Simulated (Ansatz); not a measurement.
# Molecular dynamics of Si

Input:

```yaml
accuracy: low
crystal:
  lattice:
    - [0.0, 5.43, 5.43]
    - [5.43, 0.0, 5.43]
    - [5.43, 5.43, 0.0]
  atoms:
    - { symbol: Si, position: [0.00053799, 0.00045523, 0.00030406] }
    - { symbol: Si, position: [0.12491022, 0.12497799, 0.12511591] }
    - { symbol: Si, position: [0.00040488, 0.00036224, 0.49888092] }
    - { symbol: Si, position: [0.12211026, 0.12189107, 0.62801361] }
    - { symbol: Si, position: [0.00056237, 0.49867684, 0.00030982] }
    - { symbol: Si, position: [0.12230389, 0.6280536, 0.12158265] }
    - { symbol: Si, position: [-0.00568481, 0.5019425, 0.50180987] }
    - { symbol: Si, position: [0.12214287, 0.62798027, 0.6280149] }
    - { symbol: Si, position: [0.49858131, 0.00055282, 0.0003419] }
    - { symbol: Si, position: [0.62809878, 0.12213487, 0.12163415] }
    - { symbol: Si, position: [0.50216044, -0.00618718, 0.50192799] }
    - { symbol: Si, position: [0.62797337, 0.12202704, 0.62803431] }
    - { symbol: Si, position: [0.50251673, 0.50241468, -0.00731361] }
    - { symbol: Si, position: [0.62812413, 0.62815129, 0.12164292] }
    - { symbol: Si, position: [0.50221088, 0.50215908, 0.50195641] }
    - { symbol: Si, position: [0.62567131, 0.62518368, 0.62409578] }
    - { symbol: Si, position: [0.37564289, 0.37519389, 0.37409631] }
basis:
  ecutwfc: 420.0
kpoints:
  mp_grid: { grid: [2, 2, 2] }
hamiltonian:
  xc: pbesol
  pseudopotentials: { kind: paw, azcp: { folder: soft_1 } }
scf:
  occupations: { method: fermi_dirac, width: 0.02 }
  lower_state_search: "off"
md:
  timestep: 3.0
  n_steps: 210
  ensemble: nvt_langevin
  temperature: 600.0
  initial_velocities: maxwell_boltzmann
  seed: 648189
  friction: 0.005
```

Command:

```bash
$ ansatz run input.yaml --threads 1 --pin off --max-ram 3072MiB --backend cpu --events-out ev --progress --plain --runs-dir out
```

It starts from a relaxed structure.

Output, in part (step lines):

```
md step     0: t =     0.00 fs  T =   564.7 K  F+E_penalty+E_count = -10561.63203469 eV  E_kin = 1.240896 eV  (8 SCF iters)
md step     1: t =     3.00 fs  T =   510.8 K  F+E_penalty+E_count = -10561.59763546 eV  E_kin = 1.122391 eV  (6 SCF iters)
md step     2: t =     6.00 fs  T =   476.1 K  F+E_penalty+E_count = -10561.50751183 eV  E_kin = 1.046199 eV  (6 SCF iters)
md step     3: t =     9.00 fs  T =   395.9 K  F+E_penalty+E_count = -10561.38639131 eV  E_kin = 0.869950 eV  (7 SCF iters)
md step     4: t =    12.00 fs  T =   353.4 K  F+E_penalty+E_count = -10561.26103947 eV  E_kin = 0.776458 eV  (6 SCF iters)
md step     5: t =    15.00 fs  T =   270.5 K  F+E_penalty+E_count = -10561.16185379 eV  E_kin = 0.594449 eV  (5 SCF iters)
md step     6: t =    18.00 fs  T =   292.8 K  F+E_penalty+E_count = -10561.10478763 eV  E_kin = 0.643310 eV  (5 SCF iters)
md step     7: t =    21.00 fs  T =   304.8 K  F+E_penalty+E_count = -10561.08351404 eV  E_kin = 0.669747 eV  (5 SCF iters)
[... lines left out ...]
md step   210: t =   630.00 fs  T =   550.3 K  F+E_penalty+E_count = -10560.39655338 eV  E_kin = 1.209277 eV  (6 SCF iters)
```

The steps, from the saved trajectory:

```
time (fs)  T (K)  potential energy less start (eV)
        0    565                             0.000
       21    305                             0.549
       42    294                             0.581
       63    336                             0.742
       84    279                             1.028
      105    376                             0.969
      126    412                             1.079
      147    444                             1.145
      168    457                             1.450
      189    760                             0.933
      210    582                             1.403
      231    523                             1.205
      252    605                             0.945
      273    547                             1.065
      294    550                             0.999
      315    537                             1.057
      336    630                             1.030
      357    576                             1.059
      378    407                             1.405
      399    595                             1.084
      420    528                             1.280
      441    529                             1.259
      462    542                             1.095
      483    460                             1.249
      504    395                             1.331
      525    567                             1.104
      546    444                             1.165
      567    534                             1.104
      588    517                             0.848
      609    519                             1.054
      630    550                             1.235
```

The run went to its last step. The mean temperature of the second half is 13 % below the set value. A run of 0.63 ps of so small a system gives no equilibrium averages. Limits of this set-up: coarse k mesh, PAW files made for another functional, a small cell, in which the defect meets its images, low accuracy level.

Mean squared displacements from the first frame to the last, about the centre of mass: Si 0.04 Å².

Last frame:

```xyz
17
Lattice="0.0000 5.4300 5.4300 5.4300 0.0000 5.4300 5.4300 5.4300 0.0000" Properties=species:S:1:pos:R:3
Si 0.489 0.239 -0.359
Si 1.622 1.542 1.079
Si 3.040 2.953 -0.220
Si 4.614 4.173 0.960
Si 3.293 0.290 2.363
Si 4.653 1.558 3.577
Si 6.115 2.848 2.206
Si 7.383 4.257 3.583
Si 0.193 2.852 2.437
Si 1.632 4.059 3.621
Si 3.208 5.597 2.378
Si 4.376 6.979 3.809
Si 3.078 2.921 5.123
Si 4.309 4.261 6.345
Si 5.835 5.501 5.042
Si 7.293 6.699 6.354
Si 4.732 4.090 3.545
```

Run time: 18 min on 1 thread of Arm Neoverse V1, on a shared host, peak memory 0.57 GiB.
